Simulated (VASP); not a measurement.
SiC (Moissanite 6H):

```
Si C
1.0
     3.09500    0.00000    0.00000
    -1.54750    2.68035    0.00000
     0.00000    0.00000   15.17000
Si C
6 6
Direct
  0.00000 0.00000 0.12500
  0.00000 0.00000 0.62500
  0.33333 0.66667 0.29170
  0.66667 0.33333 0.79170
  0.33333 0.66667 0.95830
  0.66667 0.33333 0.45830
  0.00000 0.00000 0.00000
  0.00000 0.00000 0.50000
  0.33333 0.66667 0.16670
  0.66667 0.33333 0.66670
  0.33333 0.66667 0.83330
  0.66667 0.33333 0.33330
```

```yaml
Program: VASP 6.6.1
Task: relaxation of cell and atoms
Functional: r2SCAN
Potentials_or_basis: VASP PAW PBE potentials, release 64 (Si, C)
Cutoff: 600 eV
k_mesh: 12 × 12 × 2
Occupations: gaussian, width 0.03 eV
Spin: no spin polarisation
```

At the start: pressure -3.6 GPa; volume 10.49 Å³/atom.

**Question.** How do energy, volume and symmetry change on relaxing?

**Answer.** Over 7 steps the energy falls by 2.1 meV/atom and the volume is 10.32 Å³/atom (-1.6 %); space group P6_3mc (No. 186, to 0.05 Å).

Step by step:
```csv
step,energy change (eV),largest force (eV/Å),pressure (GPa),volume (Å³)
1,0.0000,0.1492,-3.63,125.85
2,0.0057,0.1285,4.28,121.56
3,-0.0246,0.0293,-0.07,123.79
4,-0.0246,0.0313,0.07,123.75
5,-0.0247,0.0121,0.08,123.74
6,-0.0247,0.0128,0.08,123.74
7,-0.0247,0.0092,-0.07,123.83
```

Final structure:
```cif
data_structure
_symmetry_space_group_name_H-M 'P 1'
_symmetry_Int_Tables_number 1
_cell_length_a 3.0770
_cell_length_b 3.0770
_cell_length_c 15.1014
_cell_angle_alpha 90.000
_cell_angle_beta 90.000
_cell_angle_gamma 120.000
_cell_volume 123.83
loop_
_atom_site_label
_atom_site_type_symbol
_atom_site_fract_x
_atom_site_fract_y
_atom_site_fract_z
_atom_site_occupancy
Si1 Si 0.00000 0.00000 0.12505 1
Si2 Si 0.00000 0.00000 0.62505 1
Si3 Si 0.33333 0.66667 0.29182 1
Si4 Si 0.66667 0.33333 0.79182 1
Si5 Si 0.33333 0.66667 0.95830 1
Si6 Si 0.66667 0.33333 0.45830 1
C1 C 0.00000 0.00000 0.99967 1
C2 C 0.00000 0.00000 0.49967 1
C3 C 0.33333 0.66667 0.16685 1
C4 C 0.66667 0.33333 0.66685 1
C5 C 0.33333 0.66667 0.83331 1
C6 C 0.66667 0.33333 0.33331 1
```

Caveat: the PAW data sets were made with another functional, which shifts forces and pressure a little.
